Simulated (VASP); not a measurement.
# GaN: convergence, RPA pressure from two volumes

GaN, F-43m (no. 216), 2 atoms in the cell. PBE, RPA total energies; PAW potentials Ga_d_GW, N_GW (PBE set). VASP 6.6.1.

Wanted: pressure from correlation alone within 0.3 GPa.

Long-wave limit: left out; k mesh of the exchange step: 6 × 6 × 6; Volumes (share of the given one): 0.97, 1.03.

## k mesh of the correlation step

| k mesh of the correlation step | Pressure from correlation alone (GPa) | Time (s) |
|---|---|---|
| 2x2x2 | 8.52 | 108 |
| 3x3x3 | 2.28 | 133 |
| 4x4x4 | 3.47 | 262 |
| 5x5x5 (reference) | 3.88 | 497 |

Chosen: 5x5x5; the next looser run is off by more than half of the tolerance, so convergence isn't shown beyond this value.

## The input

INCAR.step1:
```
ALGO     = Normal         # electronic algorithm
EDIFF    = 1E-8           # SCF threshold, eV
ENCUT    = 400            # plane-wave cutoff, eV
GGA      = PE             # functional
ISMEAR   = 0              # smearing method
KPAR     = 8            
LASPH    = T              # aspherical terms in the spheres
LCHARG   = F              # write CHGCAR
LREAL    = F              # projectors in reciprocal space
LWAVE    = T              # write WAVECAR
PREC     = Accurate       # precision mode
SIGMA    = 0.05           # smearing width, eV
```

INCAR.step2, as INCAR.step1 but for:
```
- ALGO = Normal
- LWAVE = T
+ AEXX = 1.0
+ AGGAC = 0.0
+ ALDAC = 0.0
+ ALGO = Eigenval
+ LHFCALC = T
+ LWAVE = F
+ NELM = 1
+ PRECFOCK = Fast
```

INCAR.step3:
```
ALGO     = ACFDT          # electronic algorithm
EDIFF    = 1E-8           # SCF threshold, eV
ENCUT    = 400            # plane-wave cutoff, eV
GGA      = PE             # functional
ISMEAR   = 0              # smearing method
LASPH    = T              # aspherical terms in the spheres
LCHARG   = F              # write CHGCAR
LREAL    = F              # projectors in reciprocal space
LWAVE    = F              # write WAVECAR
NOMEGA   = 12             # frequency points
PREC     = Accurate       # precision mode
PRECFOCK = Fast         
SIGMA    = 0.05           # smearing width, eV
```

KPOINTS.step1:
```
k-points
0
Gamma
  6 6 6
```

KPOINTS.step3:
```
Automatic mesh
0
Gamma
  5 5 5
  0 0 0
```

POSCAR.step1:
```
GaN
1.0
    0.0000000000      2.2307364187      2.2307364187
    2.2307364187      0.0000000000      2.2307364187
    2.2307364187      2.2307364187      0.0000000000
Ga N
1 1
Direct
    0.0000000000      0.0000000000      0.0000000000
    0.2500000000      0.2500000000      0.2500000000
```

POSCAR.step4:
```
GaN
1.0
    0.0000000000      2.2758139458      2.2758139458
    2.2758139458      0.0000000000      2.2758139458
    2.2758139458      2.2758139458      0.0000000000
Ga N
1 1
Direct
    0.0000000000      0.0000000000      0.0000000000
    0.2500000000      0.2500000000      0.2500000000
```

Commands (each step's output is kept before the next begins):
```
cat potpaw_PBE.64/Ga_d_GW/POTCAR potpaw_PBE.64/N_GW/POTCAR > POTCAR
cp INCAR.step1 INCAR
cp KPOINTS.step1 KPOINTS
cp POSCAR.step1 POSCAR
mpirun -np 8 vasp_std > vasp.out
cp INCAR.step2 INCAR
mpirun -np 8 vasp_std > vasp.out
rm WAVECAR CHG
cp INCAR.step3 INCAR
cp KPOINTS.step3 KPOINTS
mpirun -np 8 vasp_std > vasp.out
rm WAVECAR CHG
cp INCAR.step1 INCAR
cp KPOINTS.step1 KPOINTS
cp POSCAR.step4 POSCAR
mpirun -np 8 vasp_std > vasp.out
cp INCAR.step2 INCAR
mpirun -np 8 vasp_std > vasp.out
rm WAVECAR CHG
cp INCAR.step3 INCAR
cp KPOINTS.step3 KPOINTS
mpirun -np 8 vasp_std > vasp.out
```

Limits: The plane-wave cutoff lies under the usual one for these potentials, so absolute numbers hold a basis-set error.

The chosen input took VASP 6.6.1 497 s on 8 cores (Intel Xeon Platinum 8259CL @ 2.50GHz (Skylake/Cascade Lake)), a shared host.
